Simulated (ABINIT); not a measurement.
# SrO (Fm-3m) in ABINIT: a series of runs

Aim: see how the results for SrO move with the level of theory and the settings. Levels: PW91, HCTH407. Tasks: band structure, equation of state.

All numbers are computed with ABINIT 10.8.3 (patched build); they aren't measurements. Logs are shortened: lines on timing, memory, paths and dates and some standing lists are left out, and cuts for length are marked. The log counts tension as positive stress, the text compression.

**1. The crystal as given**

It takes space group Fm-3m (No. 225, cubic). The conventional cell has a = 5.133 Å, b = 5.133 Å, c = 5.133 Å, α = 90.00°, β = 90.00°, γ = 90.00°. Sr (site symmetry m-3m) is surrounded by 6 O at 2.57 Å. Around O (site symmetry m-3m) lie 6 Sr at 2.57 Å.

**2. Band structure, PW91, spin-orbit coupling, no magnetisation**

File run.abi:

```
# Datasets: ground state, then fixed potential
ndtset 2

# Pseudopotentials
pp_dirpath "./"
pseudos "Sr.GGA_PBE-JTH.xml, O.GGA_PBE-JTH.xml"

# Structure
acell 3.6292962651 3.6292962651 3.6292962651 Angstrom
rprim
     0.0000000000     0.7071067812     0.7071067812
     0.7071067812     0.0000000000     0.7071067812
     0.7071067812     0.7071067812     0.0000000000
ntypat 2
znucl 38 8
natom 2
typat 1 2
xred
     0.5000000000     0.5000000000     0.5000000000
     0.0000000000     0.0000000000     0.0000000000

# Plane-wave basis
ecut 23.0
pawecutdg 45.0

# Exchange and correlation
ixc -109134

# Bands and occupations
occopt 3
tsmear 0.00183747

# Spin
nspinor 2
nspden 1
pawspnorb 1

# SCF cycle
nstep 100

# Output
iomode 3
prtwf 0
prteig 0
prtebands 0
prtden1 1

# Dataset 1
kptopt1 4
ngkpt1 9 9 9
nshiftk1 1
shiftk1 0.0 0.0 0.0
nband1 24
tolvrs1 1.0e-9

# Dataset 2: bands along G-X-W-K-G-L-U-W-L-K
iscf2 -2
getden2 1
nband2 36
nbdbuf2 8
tolwfr2 1.0e-11
kptopt2 -9
ndivsm2 6
prteig2 1
kptbounds2
     0.0000000000     0.0000000000     0.0000000000
     0.5000000000     0.0000000000     0.5000000000
     0.5000000000     0.2500000000     0.7500000000
     0.3750000000     0.3750000000     0.7500000000
     0.0000000000     0.0000000000     0.0000000000
     0.5000000000     0.5000000000     0.5000000000
     0.6250000000     0.2500000000     0.6250000000
     0.5000000000     0.2500000000     0.7500000000
     0.5000000000     0.5000000000     0.5000000000
     0.3750000000     0.3750000000     0.7500000000
```

Potentials or basis: JTH PAW PBE v2.0.

Started as:

```bash
$ abinit run.abi > log 2>&1
```

run.abo:

```text
.Version 10.8.3 of ABINIT
 DATASET    1 : space group F4 3 2 (#209); Bravais cF (face-center cubic)
================================================================================
 Values of the parameters that define the memory need for DATASET  1.
     intxc =       0    ionmov =       0      iscf =      17    lmnmax =      18
     lnmax =       6     mgfft =      30  mpssoang =       3    mqgrid =    3001
     natom =       2  nloc_mem =       2    nspden =       1   nspinor =       2
    nsppol =       1      nsym =      24    n1xccc =       1    ntypat =       2
    occopt =       3   xclevel =       2
       mpw =        1243          nfft =       27000          nkpt =          39
 PAW method is used; the additional fine FFT grid is defined by:
   mgfftf=        45    nfftf =     91125
================================================================================
================================================================================

 DATASET    2 : space group F4 3 2 (#209); Bravais cF (face-center cubic)
================================================================================
 Values of the parameters that define the memory need for DATASET  2.
     intxc =       0    ionmov =       0      iscf =      -2    lmnmax =      18
     lnmax =       6     mgfft =      30  mpssoang =       3    mqgrid =    3001
     natom =       2  nloc_mem =       2    nspden =       1   nspinor =       2
    nsppol =       1      nsym =      24    n1xccc =       1    ntypat =       2
    occopt =       3   xclevel =       2
       mpw =        1243          nfft =       27000          nkpt =         103
 PAW method is used; the additional fine FFT grid is defined by:
   mgfftf=        45    nfftf =     91125
================================================================================
================================================================================

--------------------------------------------------------------------------------
------------- Echo of variables that govern the present computation ------------
--------------------------------------------------------------------------------
 -outvars: echo values of preprocessed input variables --------
            acell      6.8583759708E+00  6.8583759708E+00  6.8583759708E+00 Bohr
              amu      8.76200000E+01  1.59994000E+01
             ecut      2.30000000E+01 Hartree
           getden1          0
           getden2          1
             iscf1         17
             iscf2         -2
                       outvar_i_n : Printing only first  50 k-points.
              ixc     -109134
           jdtset        1    2
                       outvar_i_n : Printing only first  50 k-points.
           kptopt1          4
           kptopt2         -9
         kptrlatt        9    0    0      0    9    0      0    0    9
          kptrlen1     6.17253837E+01
          kptrlen2     3.00000000E+01
            natom           2
            nband1         24
            nband2         36
           nbdbuf1          0
           nbdbuf2          8
           ndtset           2
           ndivsm1          0
           ndivsm2          6
            ngfft          30      30      30
          ngfftdg          45      45      45
             nkpt1         39
             nkpt2        103
          nspinor           2
            nstep         100
             nsym          24
           ntypat           2
           occopt           3
        pawcpxocc           2
        pawecutdg      4.50000000E+01 Hartree
        pawspnorb           1
         pawxcdev           0
        prtebands           0
           prteig1          0
           prteig2          1
[... 256 lines left out ...]

 getcut: wavevector=  0.0000  0.0000  0.0000  ngfft=  45  45  45
         ecut(hartree)=     45.000   => boxcut(ratio)=   2.12452
--------------------------------------------------------------------------------

================================================================================
 Non-SCF case, kpt    1 (  0.00000  0.00000  0.00000), residuals and eigenvalues=
  1.87E-12  7.36E-12  8.49E-13  1.98E-12  7.62E-13  4.05E-12  1.76E-12  3.16E-12
  4.32E-12  1.28E-12  2.14E-12  2.76E-12  1.03E-12  6.26E-12  3.68E-12  1.01E-12
  4.11E-12  3.18E-12  4.33E-12  8.19E-12  8.17E-12  8.25E-12  3.72E-12  8.86E-12
  2.69E-12  9.47E-12  1.68E-12  8.68E-12  7.32E-12  1.57E-12  3.21E-05  4.27E-05
  1.34E-05  4.22E-05  6.43E-05  4.35E-03
 -1.0190E+00 -1.0190E+00 -3.8478E-01 -3.8478E-01 -3.7234E-01 -3.7234E-01
 -3.2974E-01 -3.2974E-01 -3.2974E-01 -3.2974E-01  1.6664E-01  1.6664E-01
  1.6891E-01  1.6891E-01  1.6891E-01  1.6891E-01  3.1705E-01  3.1705E-01
  3.9840E-01  3.9840E-01  3.9840E-01  3.9840E-01  3.9979E-01  3.9979E-01
  4.7900E-01  4.7900E-01  4.7900E-01  4.7900E-01  6.2804E-01  6.2804E-01
[... 1211 lines left out ...]
  5.8036E-01  5.8036E-01  6.3986E-01  6.3986E-01  6.9195E-01  6.9195E-01
  7.5452E-01  7.5452E-01  7.9836E-01  7.9836E-01  9.2495E-01  9.2918E-01
 Non-SCF case, kpt  103 (  0.37500  0.37500  0.75000), residuals and eigenvalues=
  1.15E-12  5.23E-12  1.41E-12  8.45E-12  8.50E-13  1.56E-12  2.50E-12  4.26E-12
  4.63E-12  5.49E-12  1.53E-12  4.64E-12  5.17E-12  8.28E-12  4.59E-12  7.20E-12
  4.37E-12  6.34E-12  3.29E-12  7.37E-12  4.45E-12  7.78E-12  2.41E-12  7.61E-12
  4.10E-12  3.47E-12  6.78E-12  9.09E-12  9.47E-12  1.32E-12  8.83E-11  1.11E-09
  3.56E-09  1.91E-08  8.86E-05  1.78E-03
 -1.0124E+00 -1.0124E+00 -4.1562E-01 -4.1562E-01 -3.8112E-01 -3.8112E-01
 -3.4836E-01 -3.4836E-01 -3.2439E-01 -3.2439E-01  1.3377E-01  1.3377E-01
  1.4762E-01  1.4762E-01  1.5219E-01  1.5219E-01  3.4576E-01  3.4576E-01
  4.6079E-01  4.6079E-01  4.9250E-01  4.9250E-01  5.4452E-01  5.4452E-01
  5.7582E-01  5.7582E-01  6.4091E-01  6.4091E-01  6.8677E-01  6.8677E-01
  7.5684E-01  7.5684E-01  7.9606E-01  7.9606E-01  9.2050E-01  9.2296E-01

--- !ResultsGS
iteration_state: {dtset: 2, }
comment   : Summary of ground state results
lattice_vectors:
- [  0.0000000,   4.8496042,   4.8496042, ]
- [  4.8496042,   0.0000000,   4.8496042, ]
- [  4.8496042,   4.8496042,   0.0000000, ]
lattice_lengths: [   6.85838,    6.85838,    6.85838, ]
lattice_angles: [ 60.000,  60.000,  60.000, ] # degrees, (23, 13, 12)
lattice_volume:   2.2811239E+02
convergence: {deltae:  0.000E+00, res2:  0.000E+00, residm:  9.990E-12, diffor:  0.000E+00, }
etotal    :  -4.73919513E+01
entropy   :   0.00000000E+00
fermie    :   2.27162519E-01
cartesian_stress_tensor: null
pressure_GPa: null
xred      :
- [  5.0000E-01,   5.0000E-01,   5.0000E-01, Sr]
- [  0.0000E+00,   0.0000E+00,   0.0000E+00,  O]
cartesian_forces: null
force_length_stats: {min: null, max: null, mean: null, }
...

 Integrated electronic density in atomic spheres:
 ------------------------------------------------
 Atom  Sphere_radius  Integrated_density
    1        2.20670          7.35661492
    2        1.41465          4.52053375

================================================================================

 ----iterations are completed or convergence reached----

 Mean square residual over all n,k,spin=   40.249E-13; max=  99.901E-13
 reduced coordinates (array xred) for    2 atoms
       0.500000000000      0.500000000000      0.500000000000
       0.000000000000      0.000000000000      0.000000000000

 cartesian coordinates (angstrom) at end:
    1      2.56630000003604     2.56630000003604     2.56630000003604
    2      0.00000000000000     0.00000000000000     0.00000000000000
 length scales=  6.858375970819  6.858375970819  6.858375970819 bohr
              =  3.629296265100  3.629296265100  3.629296265100 angstroms
 Eigenvalues (hartree) for nkpt= 103  k points:
 kpt#   1, nband= 36, wtk=  1.00000, kpt=  0.0000  0.0000  0.0000 (reduced coord)
  -1.01898   -1.01898   -0.38478   -0.38478   -0.37234   -0.37234   -0.32974   -0.32974
  -0.32974   -0.32974    0.16664    0.16664    0.16891    0.16891    0.16891    0.16891
   0.31705    0.31705    0.39840    0.39840    0.39840    0.39840    0.39979    0.39979
   0.47900    0.47900    0.47900    0.47900    0.62804    0.62804    1.02038    1.02051
   1.02105    1.02107    1.02108    1.02739
 kpt#   2, nband= 36, wtk=  1.00000, kpt=  0.0294  0.0000  0.0294 (reduced coord)
  -1.01893   -1.01893   -0.38666   -0.38666   -0.37119   -0.37119   -0.32987   -0.32987
  -0.32911   -0.32911    0.16538    0.16538    0.16781    0.16781    0.16875    0.16875
   0.31914    0.31914    0.39703    0.39703    0.39979    0.39979    0.40085    0.40085
   0.47944    0.47944    0.48087    0.48087    0.63101    0.63101    1.01886    1.01898
   1.01950    1.01956    1.01969    1.04543
 kpt#   3, nband= 36, wtk=  1.00000, kpt=  0.0588  0.0000  0.0588 (reduced coord)
  -1.01875   -1.01875   -0.39082   -0.39082   -0.36911   -0.36911   -0.33024   -0.33024
  -0.32733   -0.32733    0.15990    0.15990    0.16686    0.16686    0.16828    0.16828
   0.32486    0.32486    0.39223    0.39223    0.40392    0.40392    0.40492    0.40492
   0.48075    0.48075    0.48634    0.48634    0.63964    0.63964    1.01334    1.01380
[... 587 lines left out ...]
   0.58520    0.58520    0.64169    0.64169    0.68471    0.68471    0.76134    0.76134
   0.79479    0.79479    0.93468    0.93560
 kpt# 102, nband= 36, wtk=  1.00000, kpt=  0.3875  0.3875  0.7250 (reduced coord)
  -1.01244   -1.01244   -0.41878   -0.41878   -0.37965   -0.37965   -0.34717   -0.34717
  -0.32147   -0.32147    0.12920    0.12920    0.14493    0.14493    0.15122    0.15122
   0.35587    0.35587    0.45225    0.45225    0.49702    0.49702    0.53737    0.53737
   0.58036    0.58036    0.63986    0.63986    0.69195    0.69195    0.75452    0.75452
   0.79836    0.79836    0.92495    0.92918
 kpt# 103, nband= 36, wtk=  1.00000, kpt=  0.3750  0.3750  0.7500 (reduced coord)
  -1.01236   -1.01236   -0.41562   -0.41562   -0.38112   -0.38112   -0.34836   -0.34836
  -0.32439   -0.32439    0.13377    0.13377    0.14762    0.14762    0.15219    0.15219
   0.34576    0.34576    0.46079    0.46079    0.49250    0.49250    0.54452    0.54452
   0.57582    0.57582    0.64091    0.64091    0.68677    0.68677    0.75684    0.75684
   0.79606    0.79606    0.92050    0.92296

== END DATASET(S) ==============================================================
================================================================================

 -outvars: echo values of variables after computation  --------
            acell      6.8583759708E+00  6.8583759708E+00  6.8583759708E+00 Bohr
           etotal1    -4.7391951331E+01
            fcart1    -0.0000000000E+00 -0.0000000000E+00 -0.0000000000E+00
                      -0.0000000000E+00 -0.0000000000E+00 -0.0000000000E+00
            rprim      0.0000000000E+00  7.0710678120E-01  7.0710678120E-01
                       7.0710678120E-01  0.0000000000E+00  7.0710678120E-01
                       7.0710678120E-01  7.0710678120E-01  0.0000000000E+00
           strten1    -8.5234549168E-05 -8.5234549168E-05 -8.5234549168E-05
                       0.0000000000E+00  0.0000000000E+00  0.0000000000E+00
           xangst      2.5663000000E+00  2.5663000000E+00  2.5663000000E+00
                       0.0000000000E+00  0.0000000000E+00  0.0000000000E+00
             xred      5.0000000000E-01  5.0000000000E-01  5.0000000000E-01
                       0.0000000000E+00  0.0000000000E+00  0.0000000000E+00
 Calculation completed.
```

Wall time 3.5 min (1 thread of Arm Neoverse V1, shared host); peak memory 0.23 GiB.

What came out:

- Free energy: -1289.6007 eV
- Pressure: 2.5 GPa
- Band gap on the k mesh: 3.36 eV, indirect (least direct gap 3.42 eV)
- Band gap along the path: 3.30 eV, indirect (least direct gap 3.36 eV)
- Valence electrons inside the program's atomic spheres: Sr 7.36; O 4.52

Levels at the corners of the path, in eV from the valence-band top:
```
point  band 12  band 13  band 14  band 15  band 16  band 17  band 18  band 19  band 20  band 21
    Γ    -0.06     0.00     0.00     0.00     0.00     4.03     4.03     6.24     6.24     6.24
    X    -0.42    -0.13    -0.13    -0.05    -0.05     3.30     3.30     7.87     7.87    10.25
    W    -1.13    -0.47    -0.47    -0.39    -0.39     6.05     6.05     6.05     6.05     8.69
    K    -0.96    -0.58    -0.58    -0.46    -0.46     4.81     4.81     7.94     7.94     8.81
    Γ    -0.06     0.00     0.00     0.00     0.00     4.03     4.03     6.24     6.24     6.24
    L    -2.17    -1.14    -1.14    -1.13    -1.13     6.60     6.60     8.45     8.45     8.89
    U    -0.96    -0.58    -0.58    -0.46    -0.46     4.81     4.81     7.94     7.94     8.81
    W    -1.13    -0.47    -0.47    -0.39    -0.39     6.05     6.05     6.05     6.05     8.69
    L    -2.17    -1.14    -1.14    -1.13    -1.13     6.60     6.60     8.45     8.45     8.89
    K    -0.96    -0.58    -0.58    -0.46    -0.46     4.81     4.81     7.94     7.94     8.81
```

Caveat: the PAW data sets were made with another functional, which shifts forces and pressure a little. As with any semilocal functional, this PW91 gap is likely too small.

(Continued in part 2 of 2.)
